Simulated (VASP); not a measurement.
# I (Im-3m) in VASP: a series of runs

The runs below take I through single point, with PBE.

Everything below comes from runs of VASP 6.6.1. Logs are shortened: lines on timing, memory, paths and dates and some standing lists are left out, and cuts for length are marked.

### 1 Starting point

Symmetry: Im-3m, No. 229, cubic system. Conventional cell: a = 4.179 Å, b = 4.179 Å, c = 4.179 Å, α = 90.00°, β = 90.00°, γ = 90.00°. Around I (site symmetry m-3m) lie 8 I at 3.62 Å.

The real solid is made of molecules; this cell is a model form.

### 2 Single point, PBE

INCAR

```
SYSTEM = I
PREC = Accurate
ENCUT = 460
EDIFF = 1E-6
ISMEAR = 0
SIGMA = 0.05
LREAL = .FALSE.
LASPH = .TRUE.
NELM = 100
ALGO = Normal
ISIF = 2
LWAVE = .FALSE.
LCHARG = .FALSE.
GGA = PE
NBANDS = 10
ADDGRID = .FALSE.
```

KPOINTS

```
Automatic mesh
0
G
  4 4 4
  0 0 0
```

POSCAR

```
I
1.0
   -2.0893754423      2.0893754423      2.0893754423
    2.0893754423     -2.0893754423      2.0893754423
    2.0893754423      2.0893754423     -2.0893754423
I
1
Direct
    0.0000000000      0.0000000000      0.0000000000
```

Potentials or basis: VASP PAW PBE potentials, release 64 (I).

Launch:

```bash
$ cat potpaw_PBE.64/I/POTCAR > POTCAR
$ mpirun -np 1 vasp_std > vasp.out
```

OUTCAR:

```text
SYSTEM = I
   PREC = Accurate
   ENCUT = 460
   EDIFF = 1E-6
   ISMEAR = 0
   LREAL = .FALSE.
   LASPH = .TRUE.
   NELM = 100
   ISIF = 2
   GGA = PE

 Found      8 irreducible k-points:

 Following reciprocal coordinates:
            Coordinates               Weight
  0.000000  0.000000  0.000000      1.000000
  0.250000  0.000000  0.000000     12.000000
  0.500000  0.000000  0.000000      6.000000
  0.250000  0.250000  0.000000     24.000000
  0.250000  0.250000  0.250000      2.000000
 -0.250000  0.250000  0.250000      6.000000
   k-points           NKPTS =      8   k-points in BZ     NKDIM =      8   number of bands    NBANDS=     10
   number of dos      NEDOS =    301   number of ions     NIONS =      1
   total plane-waves  NPLWV =  21952
   dimension x,y,z NGX =    28 NGY =   28 NGZ =   28
   dimension x,y,z NGXF=    56 NGYF=   56 NGZF=   56
   ions per type =               1
   NGX,Y,Z   is equivalent  to a cutoff of  12.86, 12.86, 12.86 a.u.
   NGXF,Y,Z  is equivalent  to a cutoff of  25.73, 25.73, 25.73 a.u.
 SYSTEM =  I
   PREC   = accura    normal or accurate (medium, high low for compatibility)
   ISTART =      0    job   : 0-new  1-cont  2-samecut
   ICHARG =      2    charge: 1-file 2-atom 10-const
   ISPIN  =      1    spin polarized calculation?
   LNONCOLLINEAR =      F non collinear calculations
   LSORBIT =      F    spin-orbit coupling
   LASPH  =      T    aspherical Exc in radial PAW
   ENCUT  =  460.0 eV  33.81 Ry    5.81 a.u.   6.33  6.33  6.33*2*pi/ulx,y,z
   NELM   =    100;   NELMIN=  2; NELMDL= -5     # of ELM steps
   EDIFF  = 0.1E-05   stopping-criterion for ELM
   LREAL  =      F    real-space projection
   EDIFFG = 0.1E-04   stopping-criterion for IOM
   NSW    =      0    number of steps for IOM
   IBRION =     -1    ionic relax: 0-MD 1-quasi-New 2-CG
   NFREE  =      0    steps in history (QN), initial steepest desc. (CG)
   ISIF   =      2    stress and relaxation
   ISYM   =      2    0-nonsym 1-usesym 2-fastsym
   POTIM  = 0.5000    time-step for ionic-motion
   TEBEG  =    0.0;   TEEND  =   0.0 temperature during run
   PSTRESS=    0.0 pullay stress
   NELECT =       7.0000    total number of electrons
   NUPDOWN=      -1.0000    fix difference up-down
   EMIN   =  10.00;   EMAX   =-10.00  energy-range for DOS
   EFERMI =   0.00;   METHOD = LEGACY
   ISMEAR =     0;   SIGMA  =   0.05  broadening in eV -4-tet -1-fermi 0-gaus
   EFERMI_NEDOS =   21; number of points for ismear=-14 and -15
   IALGO  =     38    algorithm
   IMIX   =      4    mixing-type and parameters
     AMIX     =   0.40;   BMIX     =  1.00
     AMIX_MAG =   1.60;   BMIX_MAG =  1.00
  volume/ion in A,a.u.               =      36.48       246.21
  Fermi-wavevector in a.u.,A,eV,Ry     =   0.944215  1.784308 12.130172  0.891543
  Thomas-Fermi vector in A             =   2.071998
   LORBIT       =      0    0 simple, 1 ext, 2 COOP (PROOUT), +10 PAW based schemes
   GGA     = PE    functional components
   LHFCALC =     F    Hartree Fock is set to
   AEXX    =    0.0000 exact exchange contribution
   IVDW    =     0    specifies the selected vdW correction
   LEPSILON=     F    determine dielectric tensor
   LRPA    =     F    only Hartree local field effects (RPA)
 non-spin polarized calculation
 Gauss-broadening in eV      SIGMA  =   0.05
  energy-cutoff  :      460.00
  volume of cell :       36.48
 maximum number of plane-waves:       856
 NGX is ok and might be reduce to    28

 number of electron       7.0000000 magnetization

 Free energy of the ion-electron system (eV)
  ---------------------------------------------------
  ext. energy  EPLUGINS =         0.00000000
  ---------------------------------------------------
  free energy    TOTEN  =        -1.13952042 eV

  energy without entropy =       -1.12898099  energy(sigma->0) =       -1.13425071

 E-fermi :   4.1231     XC(G=0):  -8.9146

 val. band max:        4.1194124723   @ k =   0.2500   0.2500   0.0000
 cond. band min:       4.5862413028   @ k =   0.5000   0.0000   0.0000
 fundamental gap:      0.4668288305
 Fermi energy:         4.1231296653

 k-point     1 :       0.0000    0.0000    0.0000
  band No.  band energies     occupation
      1      -9.1803      2.00000
      2       4.8927      0.00000
      3       4.8927      0.00000
      4       4.8927      0.00000
      5      10.9434      0.00000
      6      13.8655      0.00000
      7      13.8655      0.00000
      8      13.8655      0.00000
      9      16.1126      0.00000
     10      16.1126      0.00000

 k-point     2 :       0.2500    0.0000    0.0000
  band No.  band energies     occupation
      1      -8.5880      2.00000
      2       1.9971      2.00000
      3       4.0046      1.99920
      4       4.7442      0.00000
      5      11.0840      0.00000
      6      12.1900      0.00000
      7      14.5538      0.00000
      8      15.4291      0.00000
      9      16.3681      0.00000
     10      16.5821      0.00000

 k-point     3 :       0.5000    0.0000    0.0000
  band No.  band energies     occupation
      1      -7.8087      2.00000
      2      -0.1988      2.00000
      3       3.3228      2.00000
      4       4.5862      0.00000
      5       9.8771      0.00000
      6      11.3149      0.00000
      7      16.9151      0.00000
      8      17.2828      0.00000
      9      17.6283      0.00000
     10      18.1047      0.00000

 k-point     4 :       0.2500    0.2500    0.0000
  band No.  band energies     occupation
      1      -7.8314      2.00000
      2       0.5819      2.00000
      3       2.2119      2.00000
      4       4.1194      1.08373
      5      11.2454      0.00000
      6      12.6616      0.00000
      7      14.9978      0.00000
      8      15.9475      0.00000
      9      17.8522      0.00000
     10      19.5757      0.00000

 k-point     5 :       0.2500    0.2500    0.2500
  band No.  band energies     occupation
      1      -7.6155      2.00000
      2       1.5879      2.00000
      3       1.5879      2.00000
      4       1.5879      2.00000
      5      14.6837      0.00000
      6      14.6837      0.00000
      7      14.6837      0.00000
      8      18.5962      0.00000
      9      18.5962      0.00000
     10      19.7911      0.00000

 k-point     6 :      -0.2500    0.2500    0.2500
  band No.  band energies     occupation
      1      -8.0621      2.00000
      2       1.8543      2.00000
      3       3.0368      2.00000
      4       3.0368      2.00000
      5      10.6697      0.00000
      6      13.7041      0.00000
      7      14.5868      0.00000
      8      14.5868      0.00000
      9      15.6465      0.00000
     10      17.7230      0.00000

 [... further k-points ...]

------------------------ aborting loop because EDIFF is reached ----------------------------------------

  FORCE on cell =-STRESS in cart. coord.  units (eV):
  Direction    XX          YY          ZZ          XY          YZ          ZX
  --------------------------------------------------------------------------------------
  -------------------------------------------------------------------------------------
  Total       -0.1341192     -0.1341192     -0.1341192      0.0000000     -0.0000000     -0.0000000
  in kB       -5.8896847     -5.8896847     -5.8896847      0.0000000     -0.0000000     -0.0000000
  external PRESSURE =      -5.8896847 kB  Pullay stress =       0.0000000 kB

 VOLUME and BASIS-vectors are now :
 -----------------------------------------------------------------------------
  energy-cutoff  :      460.00
  volume of cell :       36.48
      direct lattice vectors                 reciprocal lattice vectors
    -2.089375442  2.089375442  2.089375442     0.000000000  0.239305962  0.239305962
     2.089375442 -2.089375442  2.089375442     0.239305962  0.000000000  0.239305962
     2.089375442  2.089375442 -2.089375442     0.239305962  0.239305962  0.000000000

 POSITION                                       TOTAL-FORCE (eV/Angst)
 -----------------------------------------------------------------------------------
      0.00000      0.00000      0.00000         0.000000      0.000000     -0.000000
 -----------------------------------------------------------------------------------
    total drift:                               -0.000000      0.000000      0.000000

  FREE ENERGIE OF THE ION-ELECTRON SYSTEM (eV)
  ---------------------------------------------------
  free  energy   TOTEN  =        -1.1395204189 eV

  energy  without entropy=       -1.1289809915  energy(sigma->0) =       -1.13425071
```

Run time: 3.2 s. Hardware: 1 thread of Intel Xeon Platinum 8488C (Sapphire Rapids), shared host; peak memory 0.14 GiB.

These settings aren't checked as converged: the numbers below hold their error.

Results:

```
Free energy            : -1.1395 eV
Pressure               : -0.6 GPa
Band gap on the k mesh : none (metal or under the smearing width)
```

Caveat: the k mesh is coarse (spacing up to 0.53 Å⁻¹), so the values aren't converged; an odd number of electrons without spin polarisation forces a metal; a magnetic or distorted state may lie lower.

### 3 Single point, PBE

This run uses another cell than the first one, of the same volume but with other edges.

INCAR is that of step 2.

KPOINTS is that of step 2.

POSCAR

```
I
1.0
   -2.1240960000      2.1667550000      2.1089740000
    2.1114880000     -2.1329730000      2.0625830000
    2.0399160000      2.0487930000     -2.0751920000
I
1
Direct
    0.0126280000     -0.0160290000     -0.0040210000
```

Potentials or basis: VASP PAW PBE potentials, release 64 (I).

Launch:

```bash
$ cat potpaw_PBE.64/I/POTCAR > POTCAR
$ mpirun -np 1 vasp_std > vasp.out
```

Run time: 6.8 s. Hardware: 1 thread of Intel Xeon Platinum 8488C (Sapphire Rapids), shared host; peak memory 0.15 GiB.

The run converged, but some of its settings lie outside the range that counts as converged, so its numbers aren't taken as properties of the crystal.

Results:

- Free energy: -1.1797 eV
- Pressure: -1.0 GPa
- Band gap on the k mesh: none (metal or under the smearing width)

Caveat: the k mesh is coarse (spacing up to 0.54 Å⁻¹), so the values aren't converged; an odd number of electrons without spin polarisation forces a metal; a magnetic or distorted state may lie lower.

### 4 Single point, PBE

Edit INCAR of step 3 so:

```diff
@@ -2,3 +2,3 @@
 PREC = Accurate
-ENCUT = 460
+ENCUT = 520
 EDIFF = 1E-6
```

KPOINTS is that of step 3.

POSCAR

```
I
1.0
   -2.0893754423      2.0893754423      2.0893754423
    2.0893754423     -2.0893754423      2.0893754423
    2.0893754423      2.0893754423     -2.0893754423
I
1
Direct
    0.0000000000      0.0000000000      0.0000000000
```

Launch:

```bash
$ cat potpaw_PBE.64/I/POTCAR > POTCAR
$ mpirun -np 1 vasp_std > vasp.out
```

Wall time 3.1 s (1 thread of Intel Xeon Platinum 8488C (Sapphire Rapids), shared host); peak memory 0.15 GiB.

The run converged, but some of its settings lie outside the range that counts as converged, so its numbers aren't taken as properties of the crystal.

What came out:

```yaml
Free_energy: -1.1395 eV
Pressure: -0.6 GPa
Band_gap_on_the_k_mesh: none (metal or under the smearing width)
```

Caveat: the k mesh is coarse (spacing up to 0.53 Å⁻¹), so the values aren't converged; an odd number of electrons without spin polarisation forces a metal; a magnetic or distorted state may lie lower.

### 5 Single point, PBE

This run uses another cell than the first one, of the same volume but with other edges.

INCAR is that of step 4.

KPOINTS is that of step 4.

POSCAR

```
I
1.0
   -2.1240960000      2.1667550000      2.1089740000
    2.1114880000     -2.1329730000      2.0625830000
    2.0399160000      2.0487930000     -2.0751920000
I
1
Direct
    0.0126280000     -0.0160290000     -0.0040210000
```

Launch:

```bash
$ cat potpaw_PBE.64/I/POTCAR > POTCAR
$ mpirun -np 1 vasp_std > vasp.out
```

Run time: 6.9 s. Hardware: 1 thread of Intel Xeon Platinum 8488C (Sapphire Rapids), shared host; peak memory 0.15 GiB.

The run converged, but some of its settings lie outside the range that counts as converged, so its numbers aren't taken as properties of the crystal.

What came out:

```yaml
Free_energy: -1.1797 eV
Pressure: -1.0 GPa
Band_gap_on_the_k_mesh: none (metal or under the smearing width)
```

Caveat: the k mesh is coarse (spacing up to 0.54 Å⁻¹), so the values aren't converged; an odd number of electrons without spin polarisation forces a metal; a magnetic or distorted state may lie lower.

### 6 Single point, PBE

Edit INCAR of step 5 so:

```diff
@@ -2,3 +2,3 @@
 PREC = Accurate
-ENCUT = 520
+ENCUT = 340
 EDIFF = 1E-6
```

KPOINTS

```
Automatic mesh
0
G
  5 5 5
  0 0 0
```

POSCAR

```
I
1.0
   -2.0893754423      2.0893754423      2.0893754423
    2.0893754423     -2.0893754423      2.0893754423
    2.0893754423      2.0893754423     -2.0893754423
I
1
Direct
    0.0000000000      0.0000000000      0.0000000000
```

Potentials or basis: VASP PAW PBE potentials, release 64 (I).

Launch:

```bash
$ cat potpaw_PBE.64/I/POTCAR > POTCAR
$ mpirun -np 1 vasp_std > vasp.out
```

OUTCAR:

```text
SYSTEM = I
   PREC = Accurate
   ENCUT = 340
   EDIFF = 1E-6
   ISMEAR = 0
   LREAL = .FALSE.
   LASPH = .TRUE.
   NELM = 100
   ISIF = 2
   GGA = PE

 Found     10 irreducible k-points:

 Following reciprocal coordinates:
            Coordinates               Weight
  0.000000  0.000000  0.000000      1.000000
  0.200000  0.000000  0.000000     12.000000
  0.400000  0.000000  0.000000     12.000000
  0.200000  0.200000  0.000000     24.000000
  0.400000  0.200000  0.000000     24.000000
  0.200000  0.200000  0.200000      8.000000
   k-points           NKPTS =     10   k-points in BZ     NKDIM =     10   number of bands    NBANDS=     10
   number of dos      NEDOS =    301   number of ions     NIONS =      1
   total plane-waves  NPLWV =  13824
   dimension x,y,z NGX =    24 NGY =   24 NGZ =   24
   dimension x,y,z NGXF=    48 NGYF=   48 NGZF=   48
   ions per type =               1
   NGX,Y,Z   is equivalent  to a cutoff of  11.03, 11.03, 11.03 a.u.
   NGXF,Y,Z  is equivalent  to a cutoff of  22.05, 22.05, 22.05 a.u.
 SYSTEM =  I
   PREC   = accura    normal or accurate (medium, high low for compatibility)
   ISTART =      0    job   : 0-new  1-cont  2-samecut
   ICHARG =      2    charge: 1-file 2-atom 10-const
[... 62 lines left out ...]

 k-point     1 :       0.0000    0.0000    0.0000
  band No.  band energies     occupation
      1      -9.1954      2.00000
      2       4.8790      0.00000
      3       4.8790      0.00000
      4       4.8790      0.00000
      5      10.9242      0.00000
      6      13.8614      0.00000
      7      13.8614      0.00000
      8      13.8614      0.00000
      9      16.0932      0.00000
     10      16.0932      0.00000
[... 53 lines left out ...]
 k-point     6 :       0.2000    0.2000    0.2000
  band No.  band energies     occupation
      1      -7.7326      2.00000
      2       0.6948      2.00000
      3       2.3877      2.00000
      4       2.3877      2.00000
      5      13.5356      0.00000
      6      13.5356      0.00000
      7      15.0647      0.00000
      8      17.9860      0.00000
      9      17.9860      0.00000
     10      20.8757      0.00000

 [... further k-points ...]

------------------------ aborting loop because EDIFF is reached ----------------------------------------

  FORCE on cell =-STRESS in cart. coord.  units (eV):
  Direction    XX          YY          ZZ          XY          YZ          ZX
  --------------------------------------------------------------------------------------
  -------------------------------------------------------------------------------------
  Total       -0.2209230     -0.2209230     -0.2209230     -0.0000000     -0.0000000     -0.0000000
  in kB       -9.7015720     -9.7015720     -9.7015720     -0.0000000     -0.0000000     -0.0000000
  external PRESSURE =      -9.7015720 kB  Pullay stress =       0.0000000 kB

 VOLUME and BASIS-vectors are now :
 -----------------------------------------------------------------------------
  energy-cutoff  :      340.00
  volume of cell :       36.48
      direct lattice vectors                 reciprocal lattice vectors
    -2.089375442  2.089375442  2.089375442     0.000000000  0.239305962  0.239305962
     2.089375442 -2.089375442  2.089375442     0.239305962  0.000000000  0.239305962
     2.089375442  2.089375442 -2.089375442     0.239305962  0.239305962  0.000000000

 POSITION                                       TOTAL-FORCE (eV/Angst)
 -----------------------------------------------------------------------------------
      0.00000      0.00000      0.00000        -0.000000     -0.000000      0.000000
 -----------------------------------------------------------------------------------
    total drift:                                0.000000     -0.000000     -0.000000

  FREE ENERGIE OF THE ION-ELECTRON SYSTEM (eV)
  ---------------------------------------------------
  free  energy   TOTEN  =        -1.1169286852 eV

  energy  without entropy=       -1.1160495630  energy(sigma->0) =       -1.11648912
```

stdout:

```text
POSCAR found type information on POSCAR I
 POSCAR found :  1 types and       1 ions
 scaLAPACK will be used
 LDA part: xc-table for (Slater+PW92), standard interpolation
 POSCAR, INCAR and KPOINTS ok, starting setup
 FFT: planning ... GRIDC
 FFT: planning ... GRID_SOFT
 FFT: planning ... GRID
 WAVECAR not read
 entering main loop
```

Run time: 2.1 s. Hardware: 1 thread of Intel Xeon Platinum 8488C (Sapphire Rapids), shared host; peak memory 0.13 GiB.

The run converged, but some of its settings lie outside the range that counts as converged, so its numbers aren't taken as properties of the crystal.

What came out:

- Free energy: -1.1169 eV
- Pressure: -1.0 GPa
- Band gap on the k mesh: none (metal or under the smearing width)

Caveat: the k mesh is coarse (spacing up to 0.43 Å⁻¹), so the values aren't converged; an odd number of electrons without spin polarisation forces a metal; a magnetic or distorted state may lie lower.

### 7 For comparison

An earlier run on the cell as given: functional PBE; potentials or basis VASP PAW PBE potentials, release 64 (I); cutoff 520 eV; k mesh 9 × 9 × 9; occupations fermi-dirac, width 0.05 eV; no spin polarisation.

* Pressure: -0.2 GPa
* Band gap on the k mesh: none (metal or under the smearing width)
